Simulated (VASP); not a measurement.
Wanted: the native input for a VASP 6.6.1 run.

```
Task                   : relaxation of cell and atoms
Functional             : PBE
Potentials or basis    : VASP PAW PBE potentials, release 64 (Mn_pv, S)
Cutoff                 : 350 eV
k mesh                 : 14 × 14 × 14
Occupations            : gaussian, width 0.1 eV
Spin                   : collinear spin, ferromagnetic start
Starting moments       : [5.0, 0.0] μB
Target pressure        : 0.0001 GPa
Further INCAR settings : ALGO = Fast; EDIFF = 1e-07; IBRION = 2; EDIFFG = -0.002; NSW = 80; ISIF = 3
Target pressure        : 0.0001 GPa
```

The structure of MnS lies in POSCAR:

```
MnS                                     
1.0
    0.0000000000      2.4866219233      2.4866219233
    2.4866219233     -0.0000000000      2.4866219233
    2.4866219233      2.4866219233     -0.0000000000
  Mn              S             
     1     1
Direct
     0.0000000000000000    0.0000000000000000    0.0000000000000000
     0.5000000000000000    0.5000000000000000    0.5000000000000000
```

The input as run:

INCAR

```
SYSTEM = MnS
  ALGO = Fast
  EDIFF = 1E-7
  EDIFFG = -0.002
  ENCUT = 350
  GGA = PE
  IBRION = 2
  ISIF = 3
  ISMEAR = 0
  ISPIN = 2
  LASPH = .TRUE.
  LCHARG = .FALSE.
  LMAXMIX = 4
  LORBIT = 11
  LREAL = .FALSE.
  LWAVE = .FALSE.
  MAGMOM = 5 0
  NELM = 150
  NSW = 80
  PREC = Accurate
  PSTRESS = 0.001
  SIGMA = 0.1
```

KPOINTS

```
k-points
0
G
  14 14 14
  0 0 0
```

Potentials or basis: VASP PAW PBE potentials, release 64 (Mn_pv, S).

Command:

```sh
$ cat potpaw_PBE.64/Mn_pv/POTCAR potpaw_PBE.64/S/POTCAR > POTCAR
$ mpirun -np 1 vasp_std > vasp.out
```

Results of the run:

```yaml
Relaxed_volume: 16.53 Å³/atom
Relaxed_cell: a = 3.602 Å, b = 3.602 Å, c = 3.602 Å, α = 60.00°, β = 60.00°, γ = 60.00°
Space_group_after_relaxing_to_0.05_Å: Fm-3m (No. 225)
Energy_change_on_relaxing_the_enthalpy_is_what_falls: -17.7 meV/atom
Ionic_steps: 5
Pressure_after_relaxing: 0.0 GPa
Band_gap_on_the_k_mesh: none (metal or under the smearing width)
Net_moment: 4.49 μB per cell
Site_moments: Mn +4.09; S +0.08 μB
Valence_electrons_inside_the_program's_atomic_spheres: Mn 11.37; S 3.74
```

Caveat: the cell is relaxed towards a set pressure, so the enthalpy falls and the energy may rise; a cell with one magnetic atom can't hold antiferromagnetic order, which such compounds often take; semilocal functionals often make such compounds metallic where correlation or magnetic order opens a gap, which also shifts bond lengths.

It took 2.8 min on 1 thread of AMD EPYC 9R14 (Zen 4), on a shared host, peak memory 0.15 GiB.
